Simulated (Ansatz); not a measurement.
Co: how the axes shrink under pressure

Co, P6_3/mmc, a = 2.455 Å, c = 7.965 Å. Ansatz: PBEsol, PAW, 420 eV, Γ-centred 18×18×6 mesh on 4 atoms, Gaussian smearing 0.10 eV; collinear spin, largest moment 1.7 μB. Cell and atoms are relaxed at each pressure, and no other structure is tried, so the rows at high pressure may lie past a change of phase. y = 100 ln(c/c0) with c0 = 7.9648 Å, so nearly a change in per cent. The pressures are the targets, met within 0.05 GPa.

| P (GPa) | y | 100 ln(a/a0) |
| --- | --- | --- |
| -3.0 | ? | ? |
| 0.0 | 0.00 | 0.00 |
| 3.0 | -0.42 | -0.39 |
| 8.0 | -1.05 | -0.98 |
| 15.0 | -1.87 | -1.74 |
| 30.0 | -3.35 | -3.15 |
| 60.0 | -5.65 | -5.47 |

Task: Fit y = c1 P + c2 P² to the other rows, give the linear compressibility along c, and predict the missing y.

Result: Least squares on the rows shown. y = −0.1322 P + 0.0006362 P². The linear compressibility along c is −c1/100 = 1.32 per TPa, against 1.22 along a from the same fit to the last column (its missing entry is 0.40): the crystal is about as stiff along both at low pressure. The runs next to zero pressure give 1.43 and 1.32, so a parabola over the whole range misstates the start. With a term in P³ added, the coefficient of P becomes -0.1406, 6 % more, which shows how far this figure hangs on the form. At P = -3.0 the fit asked for gives 0.40. The run gave 0.44, so the fit is 0.04 too low, within twice the rms miss on the fitted rows (0.03).

The mesh isn't the same in all rows (18×18×6, 24×24×6).